The coupling between neighbouring atoms in a tetrahedral crystal falls roughly as the inverse square of the bond length. A bond that grows by 2 % should therefore cost about 4 % of an energy separation that this coupling creates. The band gap of zinc-blende ZnS depends on such separations, so it should shrink as the crystal expands.

Strained zinc-blende ZnS (space group I-4m2), computed with Ansatz 0.2.0 using DFT with the r2SCAN functional, PAW potentials, a plane-wave cutoff of 500 eV and an 8×8×8 k mesh, without spin polarisation or spin–orbit coupling. Each cell is a single-point calculation with the atoms held in place. Symmetry fixes their sites, so relaxing them would change nothing. The ratio c/a refers to the conventional tetragonal cell.

| volume (Å³/atom) | c/a | shortest distance (Å) | band gap (eV) |
| --- | --- | --- | --- |
| 18.582 | 1.3439 | 2.295 | 2.823 |
| 18.619 | 1.3466 | 2.297 | 2.818 |
| 18.772 | 1.3576 | 2.302 | 2.798 |
| 19.843 | 1.3559 | 2.345 | 2.540 |
| 19.855 | 1.3532 | 2.346 | 2.533 |
| 21.198 | 1.3583 | 2.398 | 2.250 |

The gap does fall at every step of the table, by 0.57 eV in all. Its two edges lie at the same point of the Brillouin zone, Γ, in all six cells, so one pair of states is followed throughout. In the standard picture the conduction edge is an antibonding combination of s orbitals on Zn and S, which the coupling pushes up. The valence top is a bonding combination of mainly sulfur p orbitals, which the coupling pushes down. In this picture longer bonds weaken both pushes, and the two levels approach each other.

The computed levels support the part of this picture that concerns the s orbitals. Between the cells at 18.619 and 19.855 Å³ per atom the bond lengthens by 2.1 %. The distance from the lowest valence level at Γ to the conduction edge, which are the bonding and antibonding partners of the s orbitals, shrinks by 4.6 %. That is slightly more than the inverse-square rule gives, although part of the distance is the difference between Zn and S atoms, which the coupling does not create. The rule therefore accounts for the direction of the change, not for its exact size. The part that concerns the valence top is not borne out so simply. Measured from the midpoint of the two s levels, the top does not rise between these cells but falls a little, and the gap narrows because the conduction edge falls further. Part of the reason is probably that the filled d levels of Zn, which lie below, push the valence top up, and this push also weakens as the bonds lengthen. The d levels at Γ bear its mark. Three of the five can mix with the sulfur p orbitals and are pushed down in return. On average they lie 0.61 eV below the other two in the smaller cell, but only 0.53 eV in the larger. This loss is no larger than the fall of the valence top, and it would also have to cancel the rise expected from weaker bonding, so it is unlikely to be the whole reason.

Volume alone, however, leaves the steps uneven. From 18.619 to 18.772 Å³ the gap falls by 20 meV, only about half of what the overall slope demands. From 19.843 to 19.855 Å³ the volume hardly changes, yet the gap drops by 7 meV, more than twice the share due to volume. The reason lies in the second setting of the table, the axial ratio $c/a$.

In this tetragonal description a cubic zinc-blende crystal has $c/a=\sqrt2$, and all six cells are 4 to 5 % flatter than that. To first order a pure change of shape leaves the bonds equally long but tilts them towards the plane. Sulfur p orbitals lying in the plane then point better along the bonds and are held down more firmly. The p orbital along $c$ couples less well and rises. The valence top, threefold in the cubic crystal, thus splits into a single level above a pair.

The calculation shows this order of levels, with a splitting of 168 meV at 18.619 Å³ and 146 meV in the less flattened cell at 19.855 Å³. If the average of the three levels stays in place, the single level rises by two thirds of the splitting and the pair sinks by one third. The s-like conduction edge has no preferred direction and does not respond to shape in first order. Flattening therefore narrows the gap by two thirds of the splitting, about 0.1 eV here.

Both effects combine in one line, with $V$ the volume per atom:

$$E_\mathrm{gap}\approx E_0+A\,\ln\frac{V}{V_0}+B\,\ln\frac{c/a}{\sqrt2}$$

Here $V_0=19.55$ Å³ is the volume of the cubic cell from which the strains start. The shape coefficient $B=2.25$ eV comes from the two splittings, not from the gaps. The volume coefficient $A=-4.54$ eV and the cubic gap $E_0=2.70$ eV were fitted to the gaps of all six cells.

The slow step from 18.619 to 18.772 Å³ shows how the terms compete. The volume term gives $-4.54\times\ln(18.772/18.619)=-0.037$ eV. Meanwhile $c/a$ recovers from 1.3466 to 1.3576, and the shape term returns $2.25\times\ln(1.3576/1.3466)=+0.018$ eV. The sum is $-0.019$ eV, against a computed $-0.020$ eV. Both cells were part of the fit, so this explains the step rather than predicts it.

Between the near-twins at 19.843 and 19.855 Å³ the two terms act together. The slightly larger cell is also flatter, and shape contributes about 4 meV to the drop, volume about 3 meV. This agreement is weaker evidence than that of the compressed cells, because the step is so small. The cell at 19.855 Å³ is recorded as run with a softer set of atomic potentials, while the set of its neighbour is not recorded. Their total energies, however, differ by less than a millielectronvolt, about what the stress in the plane gives for the slight extra stretch, so there is no sign that a change of potentials plays a part.

With the shape term the typical miss is 2 meV, compared with 6 meV for a straight line in $\ln V$ alone. When $B$ is left free, the gaps themselves ask for $2.0\pm0.4$ eV, in accord with the value from the splittings. The analysis printed below lists the contributions step by step. The model is least accurate on the last step, to 21.198 Å³, where it overstates the fall by 6 meV. A coupling that weakens ever more slowly as bonds lengthen would bend the line in this direction.

For a strained layer the distinction between volume and shape has a practical side. Squeezing the crystal along $c$ and stretching it in the plane both flatten it, but they change the volume in opposite directions. In the most compressed cell the smaller volume raises the gap by 0.23 eV above the cubic value, and flattening takes back half of that. In the cell at 19.843 Å³, stretched in the plane and free to thin, both effects lower the gap, and shape accounts for more of the loss than volume. These shares rely on carrying the model back to $c/a=\sqrt2$, outside the computed shapes, although symmetry does require the splitting to vanish there.

The changes are more useful than the gaps themselves, since r2SCAN, like other semilocal functionals, places the gap of ZnS well below the measured value. Spin–orbit coupling, left out here, would mix the three upper valence levels and alter the shape term, most of all close to the cubic shape. Within the computed range a workable rule is that 1 % more volume lowers the gap by about 45 meV, while a 1 % rise of $c/a$ towards $\sqrt2$ raises it by about 22 meV. Two strained samples should therefore be compared by volume and axial ratio together, above all when their volumes are nearly equal.

The analysis program printed:

```
fit of band_gap + lift on 6 rows: constant 2.704 +/- 0.0011, coefficient of lnv -4.542 +/- 0.024; rms 0.00226, worst 19.843 0.00309, leave-one-out rms 0.00486
fit of band_gap on 6 rows: constant 2.605 +/- 0.0032, coefficient of lnv -4.412 +/- 0.068; rms 0.00643, worst 18.772 -0.0131, leave-one-out rms 0.009
fit of band_gap on 6 rows: constant 2.694 +/- 0.018, coefficient of lnv -4.529 +/- 0.036, coefficient of shear 2.02 +/- 0.42; rms 0.00216, worst 19.855 0.00302, leave-one-out rms 0.00672
reference volume of the cubic cell, Å³/atom: 19.55
valence splitting at 18.619, meV: 167.9
valence splitting at 19.855, meV: 146.1
splitting per unit of ln(c/a/√2) at 18.619, eV: 3.428
splitting per unit of ln(c/a/√2) at 19.855, eV: 3.314
shape coefficient expected for the gap (two thirds of the mean), eV: 2.247
gap change for 1 % more volume at fixed c/a, meV: -45.42
total fall of the gap, meV: 573
level separation at Γ at 18.619, eV: 17.03
level separation at Γ at 19.855, eV: 16.25
change of that separation, %: -4.582
change of bond length between these two rows, %: 2.133
steps from the row before and misses, meV:
     row  gap lowered by shape  gap step  volume part  shape part  miss with shape  miss volume alone
  18.582                 114.6       n/a          n/a         n/a           -1.686               6.81
  18.619                 110.1        -5       -9.034        4.51            -1.21              3.033
  18.772                  91.8       -20       -37.17       18.28         -0.09867             -13.08
  19.843                 94.62      -258         -252      -2.816            3.085             0.1161
  19.855                  99.1        -7       -2.746      -4.479             2.86              4.449
  21.198                 90.64      -283       -297.3       8.453           -2.951             -1.332
```
